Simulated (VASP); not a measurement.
# Pd in VASP: further runs

One slab, Pd, is run at these levels: PBE+D3(BJ), RPBE; tasks: single point, relaxation of the atoms.

Program: VASP 6.6.1. These are calculated values, not measurements. Logs are shortened: lines on timing, memory, paths and dates and some standing lists are left out, and cuts for length are marked.

## Step 1: The slab as given

The cell holds a slab with vacuum, 16 atoms: a = 5.501 Å, b = 5.501 Å, c = 25.738 Å, α = 90.00°, β = 90.00°, γ = 60.00°.

The cell was built by a generator and needn't be a form met in nature.

## Step 2: Single point, PBE+D3(BJ)

INCAR

```
SYSTEM = Pd
ALGO = Fast
DIPOL = 0.5 0.5 0.500
EDIFF = 1E-6
ENCUT = 520
GGA = PE
IDIPOL = 3
ISIF = 2
ISMEAR = 0
IVDW = 12
LASPH = .TRUE.
LCHARG = .TRUE.
LDIPOL = .TRUE.
LELF = .TRUE.
LREAL = Auto
LVACPOTAV = .TRUE.
LVHAR = .TRUE.
LWAVE = .FALSE.
NBANDS = 94
NELM = 100
PREC = Accurate
SIGMA = 0.1
```

KPOINTS

```
k-points
0
G
  5 5 1
  0 0 0
```

POSCAR

```
Pd
1.0
    5.5012907576      0.0000000000      0.0000000000
    2.7506453788      4.7642575497      0.0000000000
    0.0000000000      0.0000000000     25.7376776414
Pd
16
Direct
    0.0000000000      0.0000000000      0.3691086714
    0.5000000000      0.0000000000      0.3691086714
    0.0000000000      0.5000000000      0.3691086714
    0.5000000000      0.5000000000      0.3691086714
    0.1666666667      0.1666666667      0.4563695571
    0.6666666667      0.1666666667      0.4563695571
    0.1666666667      0.6666666667      0.4563695571
    0.6666666667      0.6666666667      0.4563695571
   -0.1666666667      0.3333333333      0.5437121320
    0.3333333333      0.3333333333      0.5437121320
   -0.1666666667      0.8333333333      0.5437121320
    0.3333333333      0.8333333333      0.5437121320
    0.0000000000      0.0000000000      0.6321759474
    0.5000000000      0.0000000000      0.6321759474
    0.0000000000      0.5000000000      0.6321759474
    0.5000000000      0.5000000000      0.6321759474
```

Potentials or basis: VASP PAW PBE potentials, release 64 (Pd).

Started as:

```bash
$ cat potpaw_PBE.64/Pd/POTCAR > POTCAR
$ mpirun -np 1 vasp_std > vasp.out
```

OUTCAR:

```text
SYSTEM = Pd
   EDIFF = 1E-6
   ENCUT = 520
   GGA = PE
   ISIF = 2
   ISMEAR = 0
   IVDW = 12
   LASPH = .TRUE.
   LREAL = Auto
   NELM = 100
   PREC = Accurate
 IVDW          = 12

 ion  position               nearest neighbor table
   1  0.000  0.000  0.369-   6 2.75   7 2.75   5 2.75   2 2.75   2 2.75   3 2.75   4 2.75   3 2.75
                             4 2.75
   2  0.500  0.000  0.369-   5 2.75   8 2.75   6 2.75   1 2.75   1 2.75   3 2.75   4 2.75   4 2.75
                             3 2.75
   3  0.000  0.500  0.369-   8 2.75   5 2.75   7 2.75   4 2.75   4 2.75   1 2.75   2 2.75   2 2.75
                             1 2.75
   4  0.500  0.500  0.369-   7 2.75   6 2.75   8 2.75   3 2.75   3 2.75   1 2.75   2 2.75   1 2.75
                             2 2.75
   5  0.167  0.167  0.456-   2 2.75   3 2.75   1 2.75   6 2.75   6 2.75   7 2.75   8 2.75   7 2.75
                             8 2.75  10 2.75   9 2.75  12 2.75
   6  0.667  0.167  0.456-   1 2.75   4 2.75   2 2.75   5 2.75   5 2.75   7 2.75   8 2.75   8 2.75
                             7 2.75   9 2.75  10 2.75  11 2.75
   7  0.167  0.667  0.456-   4 2.75   1 2.75   3 2.75   8 2.75   8 2.75   5 2.75   6 2.75   6 2.75
                             5 2.75  12 2.75  11 2.75  10 2.75
   8  0.667  0.667  0.456-   3 2.75   2 2.75   4 2.75   7 2.75   7 2.75   5 2.75   6 2.75   5 2.75
                             6 2.75  11 2.75  12 2.75   9 2.75
   9  0.833  0.333  0.544-  10 2.75  10 2.75  11 2.75  12 2.75  11 2.75  12 2.75   6 2.75   5 2.75
                             8 2.75  16 2.78  13 2.78  15 2.78
  10  0.333  0.333  0.544-   9 2.75   9 2.75  11 2.75  12 2.75  12 2.75  11 2.75   5 2.75   6 2.75
                             7 2.75  15 2.78  14 2.78  16 2.78
  11  0.833  0.833  0.544-  12 2.75  12 2.75   9 2.75  10 2.75  10 2.75   9 2.75   8 2.75   7 2.75
                             6 2.75  14 2.78  15 2.78  13 2.78
  12  0.333  0.833  0.544-  11 2.75  11 2.75   9 2.75  10 2.75   9 2.75  10 2.75   7 2.75   8 2.75
                             5 2.75  13 2.78  16 2.78  14 2.78
  13  0.000  0.000  0.632-  14 2.75  14 2.75  15 2.75  16 2.75  15 2.75  16 2.75  12 2.78   9 2.78
                            11 2.78
  14  0.500  0.000  0.632-  13 2.75  13 2.75  15 2.75  16 2.75  16 2.75  15 2.75  11 2.78  10 2.78
                            12 2.78
  15  0.000  0.500  0.632-  16 2.75  16 2.75  13 2.75  14 2.75  14 2.75  13 2.75  10 2.78  11 2.78
                             9 2.78
  16  0.500  0.500  0.632-  15 2.75  15 2.75  13 2.75  14 2.75  13 2.75  14 2.75   9 2.78  12 2.78
                            10 2.78

  LATTYP: Found a hexagonal cell.
 ALAT       =     5.5012907576
 C/A-ratio  =     4.6784797924

  Lattice vectors:

 A1 = (  -2.7506453788,  -4.7642575497,   0.0000000000)
 A2 = (   5.5012907576,   0.0000000000,   0.0000000000)
 A3 = (   0.0000000000,   0.0000000000,  25.7376776414)

Analysis of symmetry for initial positions (statically):
=====================================================================
 Subroutine PRICEL returns following result:

  LATTYP: Found a hexagonal cell.
 ALAT       =     2.7506453788
 C/A-ratio  =     9.3569595847

  Lattice vectors:

 A1 = (  -1.3753226894,  -2.3821287748,   0.0000000000)
 A2 = (   2.7506453788,   0.0000000000,   0.0000000000)
 A3 = (   0.0000000000,   0.0000000000,  25.7376776414)

   4 primitive cells build up your supercell.

 Routine SETGRP: Setting up the symmetry group for a
 hexagonal supercell.

 Subroutine GETGRP returns: Found  6 space group operations
 (whereof  6 operations were pure point group operations)
 out of a pool of 24 trial point group operations.

The static configuration has the point symmetry C_3v.

Analysis of symmetry for dynamics (positions and initial velocities):
=====================================================================
 Subroutine PRICEL returns following result:

  LATTYP: Found a hexagonal cell.
 ALAT       =     2.7506453788
 C/A-ratio  =     9.3569595847

  Lattice vectors:

 A1 = (  -1.3753226894,  -2.3821287748,   0.0000000000)
 A2 = (   2.7506453788,   0.0000000000,   0.0000000000)
 A3 = (   0.0000000000,   0.0000000000,  25.7376776414)

   4 primitive cells build up your supercell.

 Routine SETGRP: Setting up the symmetry group for a
 hexagonal supercell.

 Subroutine GETGRP returns: Found  6 space group operations
 (whereof  6 operations were pure point group operations)
 out of a pool of 24 trial point group operations.

The dynamic configuration has the point symmetry C_3v.

 Subroutine INISYM returns: Found  6 space group operations
 (whereof  6 operations are pure point group operations),
 and found     4 'primitive' translations

----------------------------------------------------------------------------------------

                                     Primitive cell

  volume of cell :     168.6433

  direct lattice vectors                    reciprocal lattice vectors
[... 96 lines left out ...]
   GGA     = PE    functional components
   LHFCALC =     F    Hartree Fock is set to
   AEXX    =    0.0000 exact exchange contribution
   IVDW    =    12    specifies the selected vdW correction
   LEPSILON=     F    determine dielectric tensor
   LRPA    =     F    only Hartree local field effects (RPA)
 non-spin polarized calculation
 RMM-DIIS sequential band-by-band and
 Gauss-broadening in eV      SIGMA  =   0.10
  energy-cutoff  :      520.00
  volume of cell :      674.57
 maximum number of plane-waves:     18192
 NGX is ok and might be reduce to    42
   NGX = 21   NGY = 21   NGZ = 95

 dipolmoment           0.000000      0.000000     -0.002086 electrons x Angstroem

 number of electron     159.9999959 magnetization

 dipolmoment           0.000000      0.000000      0.001291 electrons x Angstroem

 Free energy of the ion-electron system (eV)
  ---------------------------------------------------
  ext. energy  EPLUGINS =         0.00000000
  ---------------------------------------------------
  free energy    TOTEN  =       -79.32980488 eV

  energy without entropy =      -79.12492307  energy(sigma->0) =      -79.22736397

 E-fermi :  -0.0069     XC(G=0):  -5.2884

 val. band max:       -0.0071195977   @ k =   0.4000   0.2000   0.0000
 cond. band min:      -0.0060506294   @ k =   0.4000   0.0000   0.0000
 fundamental gap:      0.0010689683
 Fermi energy:        -0.0068970697

 k-point     1 :       0.0000    0.0000    0.0000
  band No.  band energies     occupation
      1      -6.6406      2.00000
      2      -5.5697      2.00000
      3      -5.0953      2.00000
      4      -5.0953      2.00000
      5      -5.0953      2.00000
      6      -5.0603      2.00000
[... 84 lines left out ...]
     91       3.1792      0.00000
     92       3.7282      0.00000

 k-point     2 :       0.2000    0.0000    0.0000
  band No.  band energies     occupation
      1      -6.3285      2.00000
      2      -5.2723      2.00000
      3      -4.9639      2.00000
      4      -4.8827      2.00000
      5      -4.8827      2.00000
      6      -4.8787      2.00000
[... 84 lines left out ...]
     91       2.9704      0.00000
     92       2.9704      0.00000

 k-point     3 :       0.4000    0.0000    0.0000
  band No.  band energies     occupation
      1      -5.5357      2.00000
      2      -4.8975      2.00000
      3      -4.6542      2.00000
      4      -4.6442      2.00000
      5      -4.4606      2.00000
      6      -4.4606      2.00000
[... 84 lines left out ...]
     91       3.0963      0.00000
     92       3.7039      0.00000

 k-point     4 :       0.4000    0.2000    0.0000
  band No.  band energies     occupation
      1      -5.7605      2.00000
      2      -4.7661      2.00000
      3      -4.6600      2.00000
      4      -4.6600      2.00000
      5      -4.6109      2.00000
      6      -4.6109      2.00000
[... 84 lines left out ...]
     91       3.5955      0.00000
     92       4.3205      0.00000

 k-point     5 :      -0.4000    0.2000    0.0000
  band No.  band energies     occupation
      1      -4.9346      2.00000
      2      -4.9346      2.00000
      3      -4.3725      2.00000
      4      -4.3382      2.00000
      5      -4.3382      2.00000
      6      -4.2429      2.00000
[... 84 lines left out ...]
     91       3.2816      0.00000
     92       4.6152      0.00000
 [bands above 92 left out]

------------------------ aborting loop because EDIFF is reached ----------------------------------------

 Edisp (eV)   -7.98348

 E8    (eV) :    -3.6556

  FORCE on cell =-STRESS in cart. coord.  units (eV):
  Direction    XX          YY          ZZ          XY          YZ          ZX
  --------------------------------------------------------------------------------------
  -------------------------------------------------------------------------------------
  Total      -8.68872    -8.68872     1.05919     0.00000     0.00000     0.00000
  in kB     -20.63656   -20.63656     2.51568     0.00000     0.00000     0.00000
  external pressure =      -12.92 kB  Pullay stress =        0.00 kB

 VOLUME and BASIS-vectors are now :
 -----------------------------------------------------------------------------
  energy-cutoff  :      520.00
  volume of cell :      674.57
      direct lattice vectors                 reciprocal lattice vectors
     5.501290758  0.000000000  0.000000000     0.181775522 -0.104948147  0.000000000
     2.750645379  4.764257550  0.000000000     0.000000000  0.209896293  0.000000000
     0.000000000  0.000000000 25.737677641     0.000000000  0.000000000  0.038853544

 POSITION                                       TOTAL-FORCE (eV/Angst)
 -----------------------------------------------------------------------------------
      0.00000      0.00000      9.50000         0.000000      0.000000     -0.156921
      2.75065      0.00000      9.50000        -0.000000     -0.000000     -0.156921
      1.37532      2.38213      9.50000         0.000000      0.000000     -0.156921
      4.12597      2.38213      9.50000         0.000000     -0.000000     -0.156921
      1.37532      0.79404     11.74589         0.000000      0.000000      0.171106
      4.12597      0.79404     11.74589        -0.000000      0.000000      0.171106
[... 8 lines left out ...]
      1.37532      2.38213     16.27074         0.000000     -0.000000     -0.010054
      4.12597      2.38213     16.27074         0.000000     -0.000000     -0.010054
 -----------------------------------------------------------------------------------
    total drift:                                0.000000      0.000000     -0.028931

  FREE ENERGIE OF THE ION-ELECTRON SYSTEM (eV)
  ---------------------------------------------------
  free  energy   TOTEN  =       -87.3132857989 eV

  energy  without entropy=      -87.1084039853  energy(sigma->0) =      -87.21084489

 vacuum level on the upper side and lower side of the slab         5.269         5.260
```

Wall time 10 min (1 thread of AMD EPYC 7R13 (Zen 3), shared host); peak memory 0.74 GiB.

Results:

```
Free energy                     : -87.3133 eV
Largest force                   : 0.171 eV/Å
Band gap on the k mesh          : none (metal or under the smearing width)
Dispersion energy per atom      : -0.499 eV
Work function of the upper face : 5.28 eV
Work function of the lower face : 5.27 eV
```

Forces in eV/Å, atoms in the order of the input:
```
Pd   0.000  0.000 -0.157
Pd   0.000  0.000 -0.157
Pd   0.000  0.000 -0.157
Pd   0.000  0.000 -0.157
Pd   0.000  0.000  0.171
Pd   0.000  0.000  0.171
Pd   0.000  0.000  0.171
Pd   0.000  0.000  0.171
Pd   0.000  0.000 -0.004
Pd   0.000  0.000 -0.004
Pd   0.000  0.000 -0.004
Pd   0.000  0.000 -0.004
Pd   0.000  0.000 -0.010
Pd   0.000  0.000 -0.010
Pd   0.000  0.000 -0.010
Pd   0.000  0.000 -0.010
```

Levels at points of the mesh, in eV from the Fermi level:
```tsv
k point	band 75	band 76	band 77	band 78	band 79	band 80	band 81	band 82	band 83	band 84
(0.00, 0.00, 0.00)	0.15	0.15	0.15	0.32	0.32	0.32	0.34	0.34	0.34	0.44
```

## Step 3: Relaxation of the atoms, PBE+D3(BJ)

INCAR

```
ALGO = Fast ; DIPOL = 0.5 0.5 0.500
EDIFF = 1E-6 ; EDIFFG = -0.02
ENCUT = 520 ; GGA = PE
IBRION = 2 ; IDIPOL = 3
ISIF = 2 ; ISMEAR = 0
IVDW = 12 ; LASPH = T
LCHARG = F ; LDIPOL = T
LREAL = Auto ; LWAVE = F
NELM = 100 ; NSW = 100
PREC = Accurate ; SIGMA = 0.1
```

KPOINTS

```
k-points
0
Gamma
  5 5 1
```

POSCAR

```
Pd
1.0
    5.5012907576      0.0000000000      0.0000000000
    2.7506453788      4.7642575497      0.0000000000
    0.0000000000      0.0000000000     25.7376776414
Pd
16
Selective dynamics
Direct
    0.0000000000      0.0000000000      0.3691086714  F F F
    0.5000000000      0.0000000000      0.3691086714  F F F
    0.0000000000      0.5000000000      0.3691086714  F F F
    0.5000000000      0.5000000000      0.3691086714  F F F
    0.1666666667      0.1666666667      0.4563695571  F F F
    0.6666666667      0.1666666667      0.4563695571  F F F
    0.1666666667      0.6666666667      0.4563695571  F F F
    0.6666666667      0.6666666667      0.4563695571  F F F
   -0.1666666667      0.3333333333      0.5436304429  T T T
    0.3333333333      0.3333333333      0.5436304429  T T T
   -0.1666666667      0.8333333333      0.5436304429  T T T
    0.3333333333      0.8333333333      0.5436304429  T T T
    0.0000000000      0.0000000000      0.6308913286  T T T
    0.5000000000      0.0000000000      0.6308913286  T T T
    0.0000000000      0.5000000000      0.6308913286  T T T
    0.5000000000      0.5000000000      0.6308913286  T T T
```

Potentials or basis: VASP PAW PBE potentials, release 64 (Pd).

Started as:

```bash
$ cat potpaw_PBE.64/Pd/POTCAR > POTCAR
$ mpirun -np 1 vasp_std > vasp.out
```

Run time: 24 min. Hardware: 1 thread of AMD EPYC 7R13 (Zen 3), shared host; peak memory 0.83 GiB.

It converged, with:

* Free energy: -87.3132 eV
* Energy gained by relaxing: 0.5 meV/atom
* Ionic steps: 5
* Band gap on the k mesh: none (metal or under the smearing width)
* Dispersion energy per atom: -0.500 eV

Step by step:
```
step  energy change (eV)  largest force (eV/Å)  pressure (GPa)
   1              0.0000                0.1631           -1.05
   2             -0.0065                0.1554           -1.11
   3             -0.0072                0.1556           -1.14
   4             -0.0076                0.1559           -1.15
   5             -0.0082                0.1554           -1.19
```

Final structure:
```
CELL_PARAMETERS angstrom
5.50129 0.00000 0.00000
2.75065 4.76426 0.00000
0.00000 0.00000 25.73768
ATOMIC_POSITIONS crystal
Pd 0.00000 0.00000 0.36911
Pd 0.50000 0.00000 0.36911
Pd 0.00000 0.50000 0.36911
Pd 0.50000 0.50000 0.36911
Pd 0.16667 0.16667 0.45637
Pd 0.66667 0.16667 0.45637
Pd 0.16667 0.66667 0.45637
Pd 0.66667 0.66667 0.45637
Pd 0.83333 0.33333 0.54337
Pd 0.33333 0.33333 0.54337
Pd 0.83333 0.83333 0.54337
Pd 0.33333 0.83333 0.54337
Pd 0.00000 0.00000 0.63161
Pd 0.50000 0.00000 0.63161
Pd 0.00000 0.50000 0.63161
Pd 0.50000 0.50000 0.63161
```

Levels at points of the mesh, in eV from the Fermi level:
```csv
k point,band 75,band 76,band 77,band 78,band 79,band 80,band 81,band 82,band 83,band 84
"(0.00, 0.00, 0.00)",0.14,0.14,0.14,0.32,0.32,0.32,0.34,0.34,0.34,0.44
```

## Step 4: Single point, RPBE

INCAR

```
  ALGO = Fast
  DIPOL = 0.5 0.5 0.500
  EDIFF = 1E-6
  ENCUT = 520
  GGA = RP
  IDIPOL = 3
  ISIF = 2
  ISMEAR = 0
  LASPH = True
  LCHARG = True
  LDIPOL = True
  LELF = True
  LREAL = Auto
  LVACPOTAV = True
  LVHAR = True
  LWAVE = False
  NBANDS = 94
  NELM = 100
  PREC = Accurate
  SIGMA = 0.1
```

KPOINTS is that of step 3.

POSCAR

```
Pd
1.0
    5.5012907576      0.0000000000      0.0000000000
    2.7506453788      4.7642575497      0.0000000000
    0.0000000000      0.0000000000     25.7376776414
Pd
16
Direct
    0.0000000000      0.0000000000      0.3691086714
    0.5000000000      0.0000000000      0.3691086714
    0.0000000000      0.5000000000      0.3691086714
    0.5000000000      0.5000000000      0.3691086714
    0.1666666667      0.1666666667      0.4563695571
    0.6666666667      0.1666666667      0.4563695571
    0.1666666667      0.6666666667      0.4563695571
    0.6666666667      0.6666666667      0.4563695571
   -0.1666666667      0.3333333333      0.5437121320
    0.3333333333      0.3333333333      0.5437121320
   -0.1666666667      0.8333333333      0.5437121320
    0.3333333333      0.8333333333      0.5437121320
    0.0000000000      0.0000000000      0.6321759474
    0.5000000000      0.0000000000      0.6321759474
    0.0000000000      0.5000000000      0.6321759474
    0.5000000000      0.5000000000      0.6321759474
```

Started as:

```bash
$ cat potpaw_PBE.64/Pd/POTCAR > POTCAR
$ mpirun -np 1 vasp_std > vasp.out
```

Run time: 10 min. Hardware: 1 thread of AMD EPYC 7R13 (Zen 3), shared host; peak memory 0.71 GiB.

Results (log left out):

```yaml
Free_energy: -70.4014 eV
Largest_force: 0.532 eV/Å
Band_gap_on_the_k_mesh: none (metal or under the smearing width)
Work_function_of_the_upper_face: 5.09 eV
Work_function_of_the_lower_face: 5.09 eV
```

Forces in eV/Å, atoms in the order of the input:
```
Pd   0.000  0.000 -0.532
Pd   0.000  0.000 -0.532
Pd   0.000  0.000 -0.532
Pd   0.000  0.000 -0.532
Pd   0.000  0.000  0.093
Pd   0.000  0.000  0.093
Pd   0.000  0.000  0.093
Pd   0.000  0.000  0.093
Pd   0.000  0.000  0.080
Pd   0.000  0.000  0.080
Pd   0.000  0.000  0.080
Pd   0.000  0.000  0.080
Pd   0.000  0.000  0.359
Pd   0.000  0.000  0.359
Pd   0.000  0.000  0.359
Pd   0.000  0.000  0.359
```

Levels at points of the mesh, in eV from the Fermi level:
```csv
k point,band 77,band 78,band 79,band 80,band 81,band 82
"(0.00, 0.00, 0.00)",0.15,0.32,0.32,0.32,0.34,0.34
```

Caveat: the PAW data sets were made with another functional, which shifts forces and pressure a little.

## Step 5: The runs side by side

```tsv
task	level	cell	atoms held fixed (from 0)	gap on the mesh (eV)	largest force (eV/Å)	work function (eV)
single point	PBE+D3(BJ)	P3m1, 42.16 Å³/atom	-	none	0.17	5.28
relaxation of the atoms	PBE+D3(BJ)	atoms relaxed	[0, 1, 2, 3, 4, 5, 6, 7]	none	-	-
single point	RPBE	P3m1, 42.16 Å³/atom	-	none	0.53	5.09
```

Alike in all rows: potentials or basis VASP PAW PBE potentials, release 64 (Pd); no spin polarisation; k mesh 5 × 5 × 1; cutoff (eV) 520; smearing gaussian 0.1 eV.

Caveats: the PAW data sets were made with another functional, which shifts forces and pressure a little (some runs).

Absolute energies hang on the potentials; compare differences alone.
